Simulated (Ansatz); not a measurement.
**InAs: relaxation of cell and atoms**

The calculation used DFT, PBE, PAW with Ansatz's default frozen-core files, scalar-relativistic in Ansatz 0.2.0.

Command: `ansatz run input.yaml --threads 1 --pin off --max-ram 2048MiB --backend cpu --events-out ev --progress --plain --runs-dir out` The run took about 7.4 s on 1 thread of a shared machine.

```yaml
crystal:
  lattice:
    - [0.0, 2.7338947002, 2.7338947002]
    - [2.7338947002, 0.0, 2.7338947002]
    - [2.7338947002, 2.7338947002, 0.0]
  atoms:
    - { symbol: In, position: [0.0, 0.0, 0.0] }
    - { symbol: As, position: [0.5, 0.5, 0.5] }
kpoints:
  mp_grid: { grid: [10, 10, 10] }
scf:
  occupations: { method: fermi_dirac, width: 0.05 }
hamiltonian:
  xc: pbe
  pseudopotentials: { kind: paw }
output:
  forces: true
  stress: true
relax:
  f_tol: 0.005
  max_steps: 80
  cell: {}
```

No spin–orbit coupling, which matters for the heavy atoms here.

The cell is built from the rocksalt type as a first guess.

The cutoff is 420 eV; energies and pressures of the walk include the program's estimate of the Pulay term.

Each frame lists the cell vectors (Å), then Cartesian positions (Å); symmetry keeps all forces zero. Free energies count from the first step, -10453.8533 eV.

The walk took 5 evaluations in all; steps that aren't listed are left out.

Step 1: E = 0.0 meV, P = 13.32 GPa

```
cell 0.0000 2.7339 2.7339 2.7339 0.0000 2.7339 2.7339 2.7339 0.0000
In    0.0000    0.0000    0.0000
As    2.7339    2.7339    2.7339
```

Step 2: E = -235.9 meV, P = 0.47 GPa

```
cell 0.0000 2.8672 2.8672 2.8672 0.0000 2.8672 2.8672 2.8672 0.0000
In    0.0000    0.0000    0.0000
As    2.8672    2.8672    2.8672
```

How does the relaxation end?

It converges, with a = 5.749 Å, b = 5.749 Å, c = 5.749 Å, α = 90.00°, β = 90.00°, γ = 90.00° (conventional cell, space group Fm-3m). The last solve (on a basis chosen afresh for the final cell, so its energy is not quite comparable) gives E = -238.1 meV, P = -0.01 GPa:
```
cell 0.0000 2.8743 2.8743 2.8743 0.0000 2.8743 2.8743 2.8743 0.0000
In    0.0000    0.0000    0.0000
As    2.8743    2.8743    2.8743
```
